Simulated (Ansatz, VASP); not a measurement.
## WC in VASP and in Ansatz

```
CELL_PARAMETERS angstrom
2.88148 0.00000 0.00000
-1.44074 2.49544 0.00000
0.00000 0.00000 2.81330
ATOMIC_POSITIONS crystal
W 0.00000 0.00000 0.00000
C 0.66667 0.33333 0.50000
```

Alike in both runs: task single point; functional PBE; k mesh 13 × 13 × 12; no spin polarisation.

|  | VASP | Ansatz |
| --- | --- | --- |
| version | VASP 6.6.1 | Ansatz 0.2.0 |
| potentials or method | VASP PAW PBE potentials, release 64 (W_sv, C) | PAW plane waves |
| plane-wave cutoff (eV) | 520 | 420 |
| occupations | fermi-dirac, width 0.1 eV | fermi-dirac |
| valence electrons in the cell | 18 | 18 |

Ansatz gave:

* pressure (GPa): 16.6
* largest component of the traceless stress (GPa): 0.43

Which values does VASP return?

Pressure (GPa): 17.9; largest component of the traceless stress (GPa): 0.65.

Ansatz warned: «structure_snapped_to_symmetry».

Caveats: so large a pressure means that the cell lies far from this level's equilibrium, or that cutoff or potentials fall short (VASP). Spin-orbit coupling is left out, which matters for the levels of W.
